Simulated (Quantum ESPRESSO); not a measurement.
**GaN: band structure with PBE**

**Measured values to compare with.**

From a printed reference work, textbook, for a bulk crystal of GaN at 0 K: band gap 3.299 eV (direct).

Crystal: GaN.

```
CELL_PARAMETERS angstrom
0.00000 2.25350 2.25350
2.25350 0.00000 2.25350
2.25350 2.25350 0.00000
ATOMIC_POSITIONS crystal
Ga 0.00000 0.00000 0.00000
N 0.25000 0.25000 0.25000
```

The cell is a database's computed one.

```
Program             : Quantum ESPRESSO 7.5
Task                : band structure
Functional          : PBE
Potentials or basis : PseudoDojo 0.4.1 SR PBE standard
Cutoff              : 1143 eV
Density cutoff      : 4572 eV
k mesh              : 10 × 10 × 10
Occupations         : fermi-dirac, width 0.05 eV
Spin                : no spin polarisation
Mixing beta         : 0.5
Most SCF iterations : 120
SCF threshold       : 4e-10 Ry
```

The pressure is 5.2 GPa. The band gap on the k mesh is 1.76 eV, direct. The band gap along the path is 1.76 eV, direct.

Levels at the corners of the path, in eV from the valence-band top:
```
point  band 7  band 8  band 9  band 10  band 11  band 12
    Γ    0.00    0.00    0.00     1.76    10.36    10.36
    X   -6.11   -2.69   -2.69     3.38     6.69    11.71
    W   -5.68   -3.68   -3.62     6.24     8.40    10.30
    K   -5.85   -4.24   -2.16     5.03     7.88    11.08
    Γ    0.00    0.00    0.00     1.76    10.36    10.36
    L   -7.02   -0.96   -0.96     4.67     8.74    10.40
    U   -5.85   -4.24   -2.16     5.03     7.88    11.08
    W   -5.68   -3.68   -3.62     6.24     8.40    10.30
    L   -7.02   -0.96   -0.96     4.67     8.74    10.40
    K   -5.85   -4.24   -2.16     5.03     7.88    11.08
    U   -5.85   -4.24   -2.16     5.03     7.88    11.08
    X   -6.11   -2.69   -2.69     3.38     6.69    11.71
```

Wall time 52 s on 1 thread of Arm Neoverse V1 (shared host), peak memory 0.1 GiB.

Against the measured gap of GaN, 3.299 eV (direct; 0 K; a printed reference work, textbook), the calculated 1.76 eV is off by -1.54 eV. Spin-orbit coupling on Ga is left out. The value is that of PBE, without temperature or zero-point motion. Semilocal functionals fall short of measured gaps as a rule. The cell is a database's relaxed one, not the measured one, which moves gaps too.
